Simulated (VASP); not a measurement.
Runs of VASP 6.6.1 on Na. The cell holds a slab with vacuum, 6 atoms: a = 3.697 Å, b = 3.697 Å, c = 30.608 Å, α = 90.00°, β = 90.00°, γ = 60.29°. 

```csv
task,level,cell,smearing,atoms held fixed (from 0),gap on the mesh (eV),largest force (eV/Å),work function (eV)
relaxation of the atoms,optB86b-vdW,"atoms relaxed from: the (0 0 1) slab of Na, cut from the database cell, not relaxed",gaussian 0.05 eV,"[0, 1, 2]",none,-,-
single point,PBE,"the (0 0 1) slab of Na, cut from the database cell, not relaxed",fermi-dirac 0.05 eV,-,none,0.02,2.95
work function,PBEsol+D3,"the (0 0 1) slab of Na, cut from the database cell, not relaxed",tetrahedron,-,none,0.04,2.88
work function,PBE,"the (0 0 1) slab of Na, cut from the database cell, not relaxed",gaussian 0.05 eV,-,none,0.02,(a)
relaxation of the atoms,PBE+TS,"atoms relaxed from: the (0 0 1) slab of Na, cut from the database cell, not relaxed",gaussian 0.05 eV,"[0, 1, 2]",none,-,-
```

Alike in all rows: potentials or basis VASP PAW PBE potentials, release 64 (Na_pv); no spin polarisation; k mesh 8 × 8 × 1; cutoff (eV) 520.

Question: Fill in the values left out.

Answer: (a) 2.98.

Caveats: the PAW data sets were made with another functional, which shifts forces and pressure a little (some runs); tetrahedron occupations give inexact forces and stress in metals (some runs); atom-pairwise D2, TS and ULG terms overbind metals (some runs).

A gap of «none» marks a metal or a gap under the smearing width.
